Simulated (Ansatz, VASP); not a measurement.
Cs in VASP and in Ansatz

```
CELL_PARAMETERS angstrom
-3.02250 3.13584 3.02250
3.02250 -3.13584 3.02250
3.02250 3.13584 -3.02250
ATOMIC_POSITIONS crystal
Cs 0.00000 0.00000 0.00000
```

Change from the starting cell: strain +0.0375 x Voigt [0, 1, 0, 0, 0, 0], atoms carried along.

Alike in both runs: task single point; functional PBE; k mesh 12 × 12 × 12; occupations gaussian, width 0.15 eV; no spin polarisation.

```csv
,VASP,Ansatz
version,VASP 6.6.1,Ansatz 0.2.0
potentials or method,"VASP PAW PBE potentials, release 64 (Cs_sv)","scalar-relativistic, plane waves, PAW"
plane-wave cutoff (eV),520,420
valence electrons in the cell,9,9
```

|  | VASP | Ansatz | Ansatz less VASP |
| --- | --- | --- | --- |
| gap on the k mesh at the Fermi level (eV) | none | none | - |
| pressure (GPa) | 0.0 | 0.0 | +0.01 |

A gap of «none» marks a metal or a gap that the smearing closes.

Spin-orbit coupling is left out, which matters for the levels of Cs.
